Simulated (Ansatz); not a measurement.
# MnO (Fm-3m) in Ansatz: equation of state

Aim: energy against volume of MnO in PBEsol, for its equilibrium volume and stiffness.

Program: Ansatz 0.2.0. These are calculated values, not measurements. Logs are shortened: lines on timing, memory, paths and dates and some standing lists are left out, and cuts for length are marked.

## (1) The structure

Symmetry: Fm-3m, No. 225, cubic system. Conventional cell: a = 4.448 Å, b = 4.448 Å, c = 4.448 Å, α = 90.00°, β = 90.00°, γ = 90.00°. Around Mn (site symmetry m-3m) lie 6 O at 2.22 Å. Around O (site symmetry m-3m) lie 6 Mn at 2.22 Å.

The cell is a database's computed one.

## (2) Equation of state, PBEsol, collinear spin, ferromagnetic start

Potentials or basis: all-electron LAPW, scalar-relativistic.

No new run: the results of the series are fitted here.

Results:

* Equilibrium volume: 9.74 Å³/atom (rough: see the caveat)
* Bulk modulus: 17.9 GPa (rough)

Energy against volume, from the lowest point:
| volume (Å³/atom) | energy (meV/atom) |
| --- | --- |
| 10.339 | 0.00 |
| 10.559 | 4.25 |
| 10.779 | 11.12 |
| 10.999 | 19.90 |
| 11.219 | 31.09 |
| 11.439 | 45.21 |
| 11.659 | 61.71 |

Caveat: the fit is doubtful: noisy points or a state that changes with volume; the minimum lies outside the volumes run.
